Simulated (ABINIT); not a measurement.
Crystal: PbS (Galena).

```xyz
2
Lattice="0.0000 2.9657 2.9657 2.9657 0.0000 2.9657 2.9657 2.9657 0.0000" Properties=species:S:1:pos:R:3 pbc="T T T"
Pb    0.0000    0.0000    0.0000
S     2.9657    2.9657    2.9657
```

```yaml
Program: ABINIT 10.8.3 (patched build)
Task: relaxation of cell and atoms
Functional: PBE
Potentials_or_basis: JTH PAW PBE v2.0
Cutoff: 599 eV
k_mesh: 8 × 8 × 8
Occupations: fermi-dirac, width 0.05 eV
Spin: no spin polarisation
```

At the start: pressure 2.3 GPa; volume 26.09 Å³/atom.

Task: How do energy, volume and symmetry change on relaxing?

Result: Over 4 steps the energy falls by 7.3 meV/atom and the volume is 27.15 Å³/atom (+4.1 %); space group Fm-3m (No. 225, to 0.05 Å).

Step by step:
```
step  energy change (eV)  largest force (eV/Å)  pressure (GPa)  volume (Å³)
   1              0.0000                0.0000            2.29        52.17
   2             -0.0047                0.0000            1.86        52.54
   3             -0.0146                0.0000            0.09        54.20
   4             -0.0146                0.0000            0.00        54.29
```

Final structure:
```cif
data_structure
_symmetry_space_group_name_H-M 'P 1'
_symmetry_Int_Tables_number 1
_cell_length_a 4.2503
_cell_length_b 4.2503
_cell_length_c 4.2503
_cell_angle_alpha 60.000
_cell_angle_beta 60.000
_cell_angle_gamma 60.000
_cell_volume 54.29
loop_
_atom_site_label
_atom_site_type_symbol
_atom_site_fract_x
_atom_site_fract_y
_atom_site_fract_z
_atom_site_occupancy
Pb1 Pb 0.00000 0.00000 0.00000 1
S1 S 0.50000 0.50000 0.50000 1
```
